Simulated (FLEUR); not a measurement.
# Ge (Fd-3m) in FLEUR: notebook, part 2 of 2

FLEUR MaX-R8.1 (later development tree).

### 5 Equation of state, LDA (Perdew-Zunger), 22.64 Å³/atom

The input, inp.xml:

```xml
<?xml version="1.0" encoding="UTF-8" standalone="no"?>
<fleurInput fleurInputVersion="0.39">
   <comment>
      Ge                                                                                                  
   </comment>
   <calculationSetup>
      <cutoffs Kmax="4.71" Gmax="14.6" GmaxXC="14.6" numbands="0"/>
      <scfLoop itmax="60" minDistance="0.00001" maxIterBroyd="15" imix="Anderson" alpha="0.05" precondParam="0.0" spinf="2.0" sdNocoIR="T"/>
      <coreElectrons ctail="T" frcor="F" kcrel="0" coretail_lmax="0"/>
      <xcFunctional name="pz" relativisticCorrections="F"/>
      <magnetism jspins="1"/>
      <soc l_soc="F" theta="0.0" phi="0.0" spav="F"/>
      <expertModes spex="0" secvar="F"/>
      <geometryOptimization l_f="F" forcealpha="1.0" forcemix="BFGS" epsdisp="0.00001" epsforce="0.00001"/>
      <ldaU l_linMix="F" mixParam="0.05" spinf="1.0"/>
   </calculationSetup>
   <cell>
      <bzIntegration valenceElectrons="44.0" mode="hist" fermiSmearingEnergy="0.00183747">
         <kPointListSelection listName="default-1"/>
         <!-- k-points included here -->
         <xi:include xmlns:xi="http://www.w3.org/2001/XInclude" href="kpts.xml"> </xi:include>
      </bzIntegration>
      <!-- symmetry operations included here -->
      <xi:include xmlns:xi="http://www.w3.org/2001/XInclude" href="sym.xml"> </xi:include>
      <bulkLattice scale="1.0000000000">
         <bravaisMatrix>
            <row-1>    0.0000000000000000     5.3458651311421859     5.3458651311421859</row-1>
            <row-2>    5.3458651311421859     0.0000000000000000     5.3458651311421859</row-2>
            <row-3>    5.3458651311421859     5.3458651311421859     0.0000000000000000</row-3>
         </bravaisMatrix>
      </bulkLattice>
   </cell>
   <atomSpecies>
      <species name="Germanium (Ge)" element="Ge" atomicNumber="32">
         <mtSphere radius="2.08" gridPoints="707" logIncrement="0.017"/>
         <atomicCutoffs lmax="9" lnonsphr="7"/>
         <electronConfig flipSpins="F">
            <coreConfig>(1s1/2) (2s1/2) (2p1/2) (2p3/2)</coreConfig>
            <valenceConfig>(3s1/2) (3p1/2) (3p3/2) (4s1/2) (3d3/2) (3d5/2) (4p1/2) (4p3/2)</valenceConfig>
            <stateOccupation state="(4p1/2)" spinUp="0.333333" spinDown="0.333333"/>
            <stateOccupation state="(4p3/2)" spinUp="0.666667" spinDown="0.666667"/>
         </electronConfig>
         <energyParameters s="4" p="4" d="3" f="4"/>
         <lo type="SCLO" l="0" n="3" eDeriv="0"/>
         <lo type="SCLO" l="1" n="3" eDeriv="0"/>
         <lo type="SCLO" l="1" n="3" eDeriv="1"/>
         <lo type="HELO" l="2" n="4" eDeriv="0"/>
         <lo type="HELO" l="2" n="4" eDeriv="1"/>
         <lo type="SCLO" l="3" n="4" eDeriv="2"/>
      </species>
   </atomSpecies>
   <atomGroups>
      <atomGroup species="Germanium (Ge)">
         <relPos label="                   1">-3.000/8.000 -3.000/8.000 -3.000/8.000</relPos>
         <relPos label="                   2">3.000/8.000 3.000/8.000 3.000/8.000</relPos>
         <force calculate="T" relaxXYZ="TTT"/>
      </atomGroup>
   </atomGroups>
   <output dos="F" band="F" slice="F">
      <checks vchk="F" cdinf="F"/>
      <bandDOS minEnergy="-.5*Htr" maxEnergy="0.5*Htr" sigma="0.015" storeEVData="T"/>
      <vacuumDOS vacdos="F" integ="F" star="F" nstars="0" locx1="0.0" locy1="0.0" locx2="0.0" locy2="0.0" nstm="0" tworkf="0.0"/>
      <unfoldingBand unfoldBand="F" supercellX="1" supercellY="1" supercellZ="1"/>
      <plotting iplot="0" polar="F">
         <plot TwoD="T" vec1="  1.0  0.0  0.0" vec2="  0.0  1.0  0.0" vec3="  0.0  0.0  1.0" zero="  0.0  0.0  0.0" file="plot"/>
      </plotting>
      <chargeDensitySlicing numkpt="0" minEigenval="0.0" maxEigenval="0.0" nnne="0" pallst="F"/>
      <specialOutput eonly="F"/>
      <moessbauerParams electricFieldGradient="T" isomerShift="T" coreHyperfine="T" valenceHyperfine="T"/>
      <magneticCircularDichroism mcd="F" energyLo="-10.0" energyUp="0.0"/>
   </output>
  <!-- We include the file relax.xml here to enable relaxations (see documentation) -->
  <xi:include xmlns:xi="http://www.w3.org/2001/XInclude" href="relax.xml"> <xi:fallback/> </xi:include>
</fleurInput>
```

Started as:

```
$ inpgen -f crystal.txt -profile fastHighL
$ # inp.xml edited to the form shown
$ fleur_MPI
```

Run time: 38 s. Hardware: 1 thread of Arm Neoverse V1, shared host; peak memory 0.08 GiB.

It converged, with:

```
Free energy                                           : -114079.5140 eV
Band gap on the k mesh                                : none (metal or under the smearing width)
Valence electrons inside the program's atomic spheres : Ge 19.79 (radii Ge 2.08 bohr)
```

### 6 Equation of state, LDA (Perdew-Zunger), 23.54 Å³/atom (volume scaled by 1.04)

inp.xml, as its differences from that of step 5:

```diff
@@ -24,3 +24,3 @@
       <xi:include xmlns:xi="http://www.w3.org/2001/XInclude" href="sym.xml"> </xi:include>
-      <bulkLattice scale="1.0000000000">
+      <bulkLattice scale="1.0131594038">
          <bravaisMatrix>
```

Potentials or basis: all-electron, FLAPW.

Started as:

```
$ inpgen -f crystal.txt -profile fastHighL
$ # inp.xml edited to the form shown
$ fleur_MPI
```

It took 41 s on 1 thread of Arm Neoverse V1, shared host; peak memory 0.08 GiB.

It converged, with:

| Quantity | Value |
| --- | --- |
| Free energy | -114079.4866 eV |
| Band gap on the k mesh | none (metal or under the smearing width) |
| Valence electrons inside the program's atomic spheres | Ge 19.77 (radii Ge 2.08 bohr) |

### 7 Equation of state, LDA (Perdew-Zunger), 24.00 Å³/atom (volume scaled by 1.06)

inp.xml, as its differences from that of step 6:

```diff
@@ -24,3 +24,3 @@
       <xi:include xmlns:xi="http://www.w3.org/2001/XInclude" href="sym.xml"> </xi:include>
-      <bulkLattice scale="1.0131594038">
+      <bulkLattice scale="1.0196128224">
          <bravaisMatrix>
```

Started as:

```
$ inpgen -f crystal.txt -profile fastHighL
$ # inp.xml edited to the form shown
$ fleur_MPI
```

Run time: 43 s. Hardware: 1 thread of Arm Neoverse V1, shared host; peak memory 0.08 GiB.

The run converged. Its results:

```
Free energy                                           : -114079.4635 eV
Band gap on the k mesh                                : none (metal or under the smearing width)
Valence electrons inside the program's atomic spheres : Ge 19.75 (radii Ge 2.08 bohr)
```

### 8 Equation of state, LDA (Perdew-Zunger)

Potentials or basis: all-electron, FLAPW.

This step only gathers the single runs of the series.

What came out:

```yaml
Equilibrium_volume: 22.23 Å³/atom
Bulk_modulus: 70 GPa
Pressure_derivative_of_the_bulk_modulus: "4.1 (rough: it moves with the points fitted)"
```

Energy against volume, from the lowest point:
| volume (Å³/atom) | energy (meV/atom) |
| --- | --- |
| 21.281 | 8.02 |
| 21.733 | 0.94 |
| 22.639 | 0.00 |
| 23.545 | 13.72 |
| 23.997 | 25.28 |

### 9 How close it comes

Step 2. Measured gap of Ge: 0.744 eV (indirect; 0 K; “Temperature-dependent photoluminescence in Ge: experiment and theory”, 2020, arxiv:2003.00143). This calculation gives 0.00 eV (-0.74 eV). 3 values of this kind are on record (0.666 to 0.807 eV); this one was drawn at random among those near their median. Spin-orbit coupling on Ge is left out. The value is that of LDA (Perdew-Zunger), without temperature or zero-point motion.

Step 8. Measured bulk modulus of Ge: 75.8 GPa (quoted in “Sub-monolayer structures of Ag overlayers on Ge(111): experimental observations and first-principles study”, 2019, arxiv:1908.00180). This calculation gives 70 GPa (-7.6 %). The fit is for a static lattice scaled at fixed shape and fixed fractional positions. The cell as given is a measured one (22.64 Å³/atom); LDA (Perdew-Zunger) puts the equilibrium volume -1.8 % from it, thermal expansion not counted.
